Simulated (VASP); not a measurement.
**CClH3: single point with PBEsol**

Molecule: CClH3, in a box.

```
C Cl H
1.0
    12.76707    0.00000    0.00000
     0.00000   13.26707    0.00000
     0.00000    0.00000   13.76707
C Cl H
1 1 3
Direct
  0.49704 0.51348 0.49492
  0.53195 0.39889 0.55482
  0.55523 0.57099 0.51352
  0.41913 0.53623 0.51997
  0.49649 0.49980 0.41647
```

```json
{"Program": "VASP 6.6.1", "Task": "single point", "Functional": "PBEsol", "Potentials or basis": "VASP PAW PBE potentials, release 64 (C, Cl, H)", "Cutoff": "400 eV", "k mesh": "1 × 1 × 1", "Occupations": "gaussian, width 0.01 eV", "Spin": "no spin polarisation"}
```

- Largest force: 0.360 eV/Å
- Gap between the frontier levels: 6.26 eV

Forces in eV/Å, atoms in the order of the input:
```
C    0.090 -0.307  0.166
Cl  -0.060  0.207 -0.112
H    0.062  0.074  0.018
H   -0.089  0.034  0.026
H   -0.003 -0.008 -0.098
```

Levels at points of the mesh, in eV from the valence-band top:
| k point | band 5 | band 6 | band 7 | band 8 | band 9 | band 10 |
| --- | --- | --- | --- | --- | --- | --- |
| (0.00, 0.00, 0.00) | -3.23 | 0.00 | 0.00 | 6.26 | 6.63 | 7.36 |

It took 19 s on 4 MPI ranks on Intel(R) Xeon(R) 6975P-C (Granite Rapids) (shared host), peak memory 0.43 GiB a rank.

Caveat: the PAW data sets were made with another functional, which shifts forces and pressure a little.
